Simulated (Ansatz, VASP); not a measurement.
# GaN in two plane-wave programs

Aim: how closely do two programs agree when they are given the same cell, functional and k mesh? The cell is taken from a series of runs on this material, whose earlier steps may have relaxed, scaled, displaced or heated it; both programs get it as it stands.

Main program and level: Ansatz 0.2.0; plane waves, with VASP 6.6.1 beside it; zone-centre phonons at LDA.

### Step 1. The structure

It takes space group Imm2 (No. 44, orthorhombic). The conventional cell has a = 3.024 Å, b = 3.142 Å, c = 4.556 Å, α = 90.00°, β = 90.00°, γ = 90.00°. N has 4 Ga at 1.91 to 1.92 Å nearest. Nearest to Ga lie 4 N at 1.91 to 1.92 Å. Farther neighbours and most contacts between anions are not listed.

Structure file:

```cif
data_structure
_symmetry_space_group_name_H-M 'P 1'
_symmetry_Int_Tables_number 1
_cell_length_a 3.1534
_cell_length_b 3.1534
_cell_length_c 3.0243
_cell_angle_alpha 61.346
_cell_angle_beta 61.346
_cell_angle_gamma 59.751
_cell_volume 21.64
loop_
_atom_site_label
_atom_site_type_symbol
_atom_site_fract_x
_atom_site_fract_y
_atom_site_fract_z
_atom_site_occupancy
N1 N 0.25303 0.25303 0.24697 1
Ga2 Ga 0.99697 0.99697 0.00303 1
```

### Step 2. VASP: zone-centre phonons, LDA, pair 1

Second derivatives magnify differences that forces hide, and they need a tight electronic threshold.

Lines of VASP's logs that name or quote its potential files are left out, and so is its time.

Contents of INCAR:

```
SYSTEM = GaN
PREC = Accurate
ENCUT = 600
EDIFF = 1E-08
NELM = 120
ISMEAR = 0
SIGMA = 0.01
LREAL = .FALSE.
ALGO = Normal
GGA = PW92
NBANDS = 15
LORBIT = 11
LWAVE = .FALSE.
LCHARG = .FALSE.
ISIF = 2
IBRION = 8
LASPH = .TRUE.
GGA_COMPAT = .FALSE.
EFERMI = MIDGAP
KPAR = 2
```

Contents of POSCAR:

```
GaN
1.0
   -0.0414559704      2.1799543828      2.2781830788
    2.1799543828     -0.0414559704      2.2781830788
    2.1384984124      2.1384984124      0.0000000000
N Ga
1 1
Direct
    0.2530250648      0.2530250648      0.2469749352
    0.9969749352      0.9969749352      0.0030250648
```

Contents of KPOINTS:

```
Automatic mesh
0
Gamma
12 12 12
0 0 0
```

Potentials, in the order of the species: N and Ga_d (LDA family, release 64).

Launch:

```sh
$ mpirun -np 2 vasp_std
```

Numbers of over 12 decimals in the logs are rounded to 6 here.

Output:

```text
[banner, memory and clock lines left out]
running    2 mpi-ranks, on    1 nodes
 distrk:  each k-point on    1 cores,    2 groups
 distr:  one band on    1 cores,    1 groups

 POSCAR found type information on POSCAR N Ga
 POSCAR found :  2 types and       2 ions
|                                                                             |
|               ----> ADVICE to this user running VASP <----                  |
|                                                                             |
|     You enforced a specific xc type in the INCAR file but a different       |
|     [... a line on the potential file left out ...]
|     I HOPE YOU KNOW WHAT YOU ARE DOING!                                     |
|                                                                             |

 LDA part: xc-table for (Slater(with rela. corr.)+PW92), standard interpolation
 POSCAR, INCAR and KPOINTS ok, starting setup
 FFT: planning ... GRIDC
 FFT: planning ... GRID_SOFT
 FFT: planning ... GRID
 WAVECAR not read
 entering main loop
       N       E                     dE             d eps       ncg     rms          rms(c)
DAV:   1     0.887336234795E+02    0.88734E+02   -0.10234E+04  9276   0.238E+03
DAV:   2    -0.975421899255E+01   -0.98488E+02   -0.91640E+02  9611   0.366E+02
DAV:   3    -0.159768777167E+02   -0.62227E+01   -0.61944E+01  9373   0.770E+01
DAV:   4    -0.160482283289E+02   -0.71351E-01   -0.71337E-01 10577   0.870E+00
DAV:   5    -0.160491083870E+02   -0.88006E-03   -0.88005E-03  9801   0.924E-01    0.772E+00
DAV:   6    -0.139690029200E+02    0.20801E+01   -0.52399E+00 12607   0.451E+01    0.265E+00
DAV:   7    -0.139426736149E+02    0.26329E-01   -0.27866E-01  9695   0.642E+00    0.169E+00
DAV:   8    -0.139174497781E+02    0.25224E-01   -0.66701E-02 10150   0.306E+00    0.668E-01
DAV:   9    -0.139142869522E+02    0.31628E-02   -0.12948E-02 11676   0.263E+00    0.182E-01
DAV:  10    -0.139142953826E+02   -0.84303E-05   -0.16025E-03 10406   0.601E-01    0.632E-02
DAV:  11    -0.139142420373E+02    0.53345E-04   -0.19185E-04 12789   0.251E-01    0.564E-03
DAV:  12    -0.139142437985E+02   -0.17612E-05   -0.15683E-05  9492   0.462E-02    0.383E-03
DAV:  13    -0.139142438059E+02   -0.73956E-08   -0.45191E-07 12582   0.133E-02    0.584E-04
DAV:  14    -0.139142438055E+02    0.37608E-09   -0.21564E-08  9360   0.145E-03
   1 F= -.13914244E+02 E0= -.13914244E+02  d E =0.000000E+00
 Linear response reoptimize wavefunctions to high precision
DAV:   1    -0.139142438053E+02    0.19099E-09   -0.22162E-09  7714   0.526E-04
DAV:   2    -0.139142438054E+02   -0.40018E-10   -0.37525E-10  5117   0.184E-04
 Linear response DOF=           4
 Linear response progress:
  Degree of freedom:   1/  4
       N       E                     dE             d eps       ncg     rms          rms(c)
RMM:   1    -0.236883683740E+00   -0.23688E+00    0.89183E-02 62190   0.408E+00
RMM:   2    -0.227829855715E+00    0.90538E-02   -0.90087E-03 45024   0.106E+00    0.147E-01
RMM:   3    -0.228915212190E+00   -0.10854E-02   -0.15515E-03 49968   0.341E-01    0.721E-02
RMM:   4    -0.230171188607E+00   -0.12560E-02   -0.36219E-04 49823   0.134E-01    0.182E-02
RMM:   5    -0.230268395619E+00   -0.97207E-04   -0.12575E-05 51140   0.316E-02    0.281E-03
RMM:   6    -0.230212762571E+00    0.55633E-04   -0.90360E-07 50215   0.810E-03    0.119E-03
RMM:   7    -0.230204957980E+00    0.78046E-05   -0.43084E-08 52685   0.203E-03    0.120E-04
RMM:   8    -0.230204343793E+00    0.61419E-06   -0.71690E-09 51766   0.505E-04    0.240E-05
RMM:   9    -0.230203977189E+00    0.36660E-06   -0.10342E-10 52560   0.162E-04    0.974E-06
RMM:  10    -0.230204145233E+00   -0.16804E-06   -0.28453E-09 51727   0.729E-05    0.143E-06
RMM:  11    -0.230204133358E+00    0.11875E-07   -0.24435E-09 52177   0.395E-05    0.503E-07
RMM:  12    -0.230204128219E+00    0.51392E-08   -0.23891E-09 48319   0.294E-05    0.206E-07
 first order change of Fermi-energy   0.23980E-03
 force on displaced ion       1 direction 1 : -13.750  -0.281   0.001
 Linear response progress:
  Degree of freedom:   2/  4
       N       E                     dE             d eps       ncg     rms          rms(c)
RMM:   1    -0.236406544704E+00   -0.23641E+00    0.10025E-01 19386   0.418E+00
RMM:   2    -0.227565102611E+00    0.88414E-02   -0.94852E-03 14538   0.104E+00    0.148E-01
RMM:   3    -0.228598196546E+00   -0.10331E-02   -0.15329E-03 16021   0.337E-01    0.725E-02
RMM:   4    -0.229855883278E+00   -0.12577E-02   -0.39547E-04 15975   0.139E-01    0.177E-02
RMM:   5    -0.229922091039E+00   -0.66208E-04   -0.12403E-05 16429   0.317E-02    0.237E-03
RMM:   6    -0.229878451425E+00    0.43640E-04   -0.82123E-07 16263   0.803E-03    0.113E-03
RMM:   7    -0.229873689150E+00    0.47623E-05   -0.37262E-08 16882   0.191E-03    0.360E-04
RMM:   8    -0.229871435757E+00    0.22534E-05   -0.52296E-09 16669   0.569E-04    0.302E-05
RMM:   9    -0.229871282371E+00    0.15339E-06   -0.16436E-09 17161   0.163E-04    0.139E-05
RMM:  10    -0.229871276122E+00    0.62497E-08   -0.97512E-10 16437   0.674E-05    0.252E-06
 first order change of Fermi-energy   0.87408E+00
 force on displaced ion       1 direction 3 :   0.000   0.000 -14.662
 Linear response progress:
  Degree of freedom:   3/  4
       N       E                     dE             d eps       ncg     rms          rms(c)
RMM:   1    -0.162880210211E+00   -0.16288E+00    0.30824E-01 33209   0.944E+00
RMM:   2    -0.160871348841E+00    0.20089E-02   -0.36338E-02 51272   0.173E+00    0.564E-02
RMM:   3    -0.161085742552E+00   -0.21439E-03   -0.23503E-03 51653   0.398E-01    0.341E-02
RMM:   4    -0.160724004085E+00    0.36174E-03   -0.14613E-04 54572   0.111E-01    0.356E-03
RMM:   5    -0.160734247107E+00   -0.10243E-04   -0.12555E-05 55658   0.320E-02    0.213E-03
RMM:   6    -0.160728874257E+00    0.53729E-05   -0.13528E-06 55836   0.102E-02    0.326E-04
RMM:   7    -0.160728943652E+00   -0.69395E-07   -0.10442E-06 56434   0.356E-03    0.155E-04
RMM:   8    -0.160729078874E+00   -0.13522E-06   -0.48630E-08 56209   0.124E-03    0.390E-05
RMM:   9    -0.160728858775E+00    0.22010E-06    0.78535E-08 55972   0.475E-04    0.801E-06
RMM:  10    -0.160728813874E+00    0.44901E-07    0.13352E-08 56831   0.200E-04    0.209E-06
RMM:  11    -0.160728803244E+00    0.10630E-07    0.17148E-08 56678   0.954E-05    0.549E-07
RMM:  12    -0.160728810416E+00   -0.71724E-08   -0.25646E-08 54609   0.571E-05    0.443E-07
 first order change of Fermi-energy  -0.14163E-04
 force on displaced ion       2 direction 1 : -13.737  -0.279   0.000
 Linear response progress:
  Degree of freedom:   4/  4
       N       E                     dE             d eps       ncg     rms          rms(c)
RMM:   1    -0.163958914176E+00   -0.16396E+00    0.26046E-01 10705   0.923E+00
RMM:   2    -0.161387242961E+00    0.25717E-02   -0.34940E-02 16279   0.169E+00    0.585E-02
RMM:   3    -0.161595871244E+00   -0.20863E-03   -0.25580E-03 16597   0.402E-01    0.352E-02
RMM:   4    -0.161263645800E+00    0.33223E-03   -0.17091E-04 17338   0.110E-01    0.524E-03
RMM:   5    -0.161236545490E+00    0.27100E-04   -0.15439E-05 17868   0.317E-02    0.230E-03
RMM:   6    -0.161233009311E+00    0.35362E-05   -0.13477E-06 17752   0.991E-03    0.436E-04
RMM:   7    -0.161231860805E+00    0.11485E-05   -0.31125E-07 18157   0.342E-03    0.219E-04
RMM:   8    -0.161232368318E+00   -0.50751E-06   -0.41620E-08 17804   0.117E-03    0.266E-05
RMM:   9    -0.161232351030E+00    0.17288E-07   -0.46798E-09 18092   0.448E-04    0.142E-05
RMM:  10    -0.161232266822E+00    0.84208E-07    0.46888E-10 17934   0.179E-04    0.382E-06
RMM:  11    -0.161232266335E+00    0.48739E-09    0.15407E-09 17693   0.840E-05    0.513E-07
 first order change of Fermi-energy  -0.87298E+00
 force on displaced ion       2 direction 3 :  -0.000  -0.000 -14.652
 Linear response finished
```

OUTCAR, selected parts (step 2):

```text
ion  position               nearest neighbor table
   1  0.253  0.253  0.247-   2 1.91   2 1.91   2 1.92   2 1.92
   2  0.997  0.997  0.003-   1 1.91   1 1.91   1 1.92   1 1.92

  LATTYP: Found a body centered orthorhombic cell.
 ALAT       =     3.0242934579
 B/A-ratio  =     1.0387711023
 C/A-ratio  =     1.5065886366

 Subroutine GETGRP returns: Found  4 space group operations
 (whereof  4 operations were pure point group operations)

The static configuration has the point symmetry C_2v.

 Found    280 irreducible k-points:

   k-points           NKPTS =    280   k-points in BZ     NKDIM =    280   number of bands    NBANDS=     15

   dimension x,y,z NGX =    28 NGY =   28 NGZ =   24
   dimension x,y,z NGXF=    56 NGYF=   56 NGZF=   48

   ENCUT  =  600.0 eV  44.10 Ry    6.64 a.u.   6.30  6.30  6.04*2*pi/ulx,y,z

   NELECT =      18.0000    total number of electrons

 k-points in reciprocal lattice and weights: Automatic mesh
   0.00000000  0.00000000  0.00000000       0.001
   0.08333333  0.00000000  0.00000000       0.002
   0.16666667  0.00000000  0.00000000       0.002
   0.25000000  0.00000000  0.00000000       0.002
   0.33333333  0.00000000  0.00000000       0.002
   0.41666667  0.00000000  0.00000000       0.002
   0.50000000  0.00000000  0.00000000       0.001
   0.08333333  0.08333333  0.00000000       0.001
   0.16666667  0.08333333  0.00000000       0.002
[...]
0.25000000  0.25000000  0.50000000       0.001
  -0.25000000  0.25000000  0.50000000       0.001

 average (electrostatic) potential at core
       1 -61.4017       2 -64.1472

  Total        0.9866321      0.9866321      0.1254520      0.8776399      0.0000000      0.0000000
  in kB       73.0313759     73.0313759      9.2860644     64.9636788      0.0000000      0.0000000
  external PRESSURE =      51.7829387 kB  Pullay stress =       0.0000000 kB

  energy-cutoff  :      600.00
  volume of cell :       21.64
      direct lattice vectors                 reciprocal lattice vectors
    -0.041455970  2.179954383  2.278183079    -0.225082232  0.225082232  0.219473143
     2.179954383 -0.041455970  2.278183079     0.225082232 -0.225082232  0.219473143
     2.138498412  2.138498412  0.000000000     0.233808918  0.233808918 -0.219473143

 POSITION                                       TOTAL-FORCE (eV/Angst)
 -----------------------------------------------------------------------------------
      1.06925      1.06925      1.15287        -0.000000     -0.000000      0.007656
      2.13850      2.13850      4.54258         0.000000      0.000000     -0.007656
 -----------------------------------------------------------------------------------
    total drift:                               -0.000017     -0.000017      0.000087

 Eigenvectors and eigenvalues of the dynamical matrix
 ----------------------------------------------------

   1 f  =   17.529879 THz   110.143478 2PiTHz  584.733822 cm-1    72.497722 meV
             X         Y         Z           dx          dy          dz
      1.069249  1.069249  1.152875     0.000000    0.000000    0.912614
      2.138498  2.138498  4.542583    -0.000000   -0.000000   -0.408823

   2 f  =   17.147903 THz   107.743454 2PiTHz  571.992484 cm-1    70.917998 meV
             X         Y         Z           dx          dy          dz
      1.069249  1.069249  1.152875    -0.645340   -0.645340    0.000000
      2.138498  2.138498  4.542583     0.289026    0.289026   -0.000000

   3 f  =   16.801111 THz   105.564494 2PiTHz  560.424738 cm-1    69.483781 meV
             X         Y         Z           dx          dy          dz
      1.069249  1.069249  1.152875    -0.645321    0.645321   -0.000000
      2.138498  2.138498  4.542583     0.289068   -0.289068    0.000000

   4 f/i=    0.002160 THz     0.013571 2PiTHz    0.072047 cm-1     0.008933 meV
             X         Y         Z           dx          dy          dz
      1.069249  1.069249  1.152875    -0.000000    0.000000   -0.408823
      2.138498  2.138498  4.542583    -0.000000    0.000000   -0.912614

   5 f/i=    0.002416 THz     0.015181 2PiTHz    0.080593 cm-1     0.009992 meV
             X         Y         Z           dx          dy          dz
      1.069249  1.069249  1.152875    -0.289068    0.289068    0.000000
      2.138498  2.138498  4.542583    -0.645321    0.645321    0.000000

   6 f/i=    0.003587 THz     0.022536 2PiTHz    0.119642 cm-1     0.014834 meV
             X         Y         Z           dx          dy          dz
      1.069249  1.069249  1.152875     0.289026    0.289026    0.000000
      2.138498  2.138498  4.542583     0.645340    0.645340    0.000000

 ELASTIC MODULI CONTR FROM IONIC RELAXATION (kBar)
 Direction    XX          YY          ZZ          XY          YZ          ZX
 --------------------------------------------------------------------------------
 XX          -5.3647     -5.3647     -8.7394    -54.9226      0.0000      0.0000
 YY          -5.3647     -5.3647     -8.7394    -54.9226      0.0000      0.0000
 ZZ          -8.7394     -8.7394    -14.2371    -89.4722      0.0000      0.0000
 XY         -54.9226    -54.9226    -89.4722   -562.2835      0.0000      0.0000
 YZ           0.0000      0.0000      0.0000      0.0000   -550.9737    -85.5391
 ZX           0.0000      0.0000      0.0000      0.0000    -85.5391   -543.2353
 --------------------------------------------------------------------------------
```

(Continued in part 2 of 2.)

[Lines on the potential files, build, host, timing and source positions are cut from VASP's logs without a mark.]

[Logs are printed without paths, hosts, clocks, repeated set-up lines and the standing remarks that a program may print on its own settings, such as how far it seeks lower states.]

[Hosts, paths, dates, database ids (printed as entryN), source tags and the programs' standing remarks are cut or masked in the printed files.]
